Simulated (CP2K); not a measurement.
Pd under changes of volume

One of the cells (14.750 Å³/atom); the others are scaled copies at fixed shape and fractional positions:

```
Pd
1.0
     2.75277    0.00000    0.00000
     1.37638    2.38397    0.00000
     1.37638    0.79466    2.24762
Pd
1
Direct
  0.00000 0.00000 0.00000
```

| Item | Value |
| --- | --- |
| Program | CP2K 2026.2 |
| Functional | LDA |
| Potentials or basis | GTH_POTENTIALS Pd GTH-PADE-q18; TZVP-MOLOPT-PBE-GTH basis |
| Density cutoff | 6803 eV |
| k mesh | 12 × 12 × 12 |
| Occupations | fermi-dirac, width 0.01 eV |
| Spin | no spin polarisation |

```csv
volume (Å³/atom),energy over the lowest point (meV/atom),pressure (GPa)
13.865,0.00,1.0
14.160,3.00,-4.2
14.455,?,?
14.750,34.83,-12.7
15.045,61.48,-16.2
15.340,94.07,-19.1
15.635,131.50,-21.5
```

**Question.** What does the run at 14.455 Å³/atom give?

**Answer.** Energy over the lowest point 14.99 meV/atom; pressure -8.7 GPa.

Worked out: A Birch-Murnaghan fit of order 3 (a polynomial in V^(-2/3)) to the other rows has its minimum at 13.92 Å³/atom with B0 = V·E''(V) = 260 GPa and B' = 5.8. It gives 14.99 meV/atom at 14.455 Å³/atom, against the run's 14.99, and -dE/dV = -8.8 GPa, against -8.7.

Energies are extrapolated to zero smearing.

Caveats: the basis of atomic orbitals isn't converged, which shifts pressures, moduli and gaps.
